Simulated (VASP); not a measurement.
Nb7P8 (a cell with a defect), 15 atoms in the cell. The cell holds a defect, 15 atoms: a = 6.681 Å, b = 6.681 Å, c = 6.185 Å, α = 74.33°, β = 74.33°, γ = 90.00°. 

```yaml
Program: VASP 6.6.1
Task: single point
Functional: PBEsol
Potentials_or_basis: VASP PAW PBE potentials, release 64 (Nb_sv, P)
Cutoff: 520 eV
k_mesh: 2 × 2 × 3
Occupations: gaussian, width 0.1 eV
Spin: no spin polarisation
Dipole_correction: no
Further_INCAR_settings: LREAL = Auto; ALGO = Fast; EDIFF = 1e-06; NBANDS = 78
```

Potentials or basis: VASP PAW PBE potentials, release 64 (Nb_sv, P).

The run is started by

```bash
$ cat potpaw_PBE.64/Nb_sv/POTCAR potpaw_PBE.64/P/POTCAR > POTCAR
$ mpirun -np 1 vasp_std > vasp.out
```

Hardware: 1 thread of Intel(R) Xeon(R) Platinum 8375C CPU @ 2.90GHz (Ice Lake), on a shared host.

Task: Estimate the wall time of this run.

Result: It took 24 min on 1 thread of Intel(R) Xeon(R) Platinum 8375C CPU @ 2.90GHz (Ice Lake), with other jobs on the host, peak memory 0.4 GiB. Counts: scf iterations 42, k points 8.
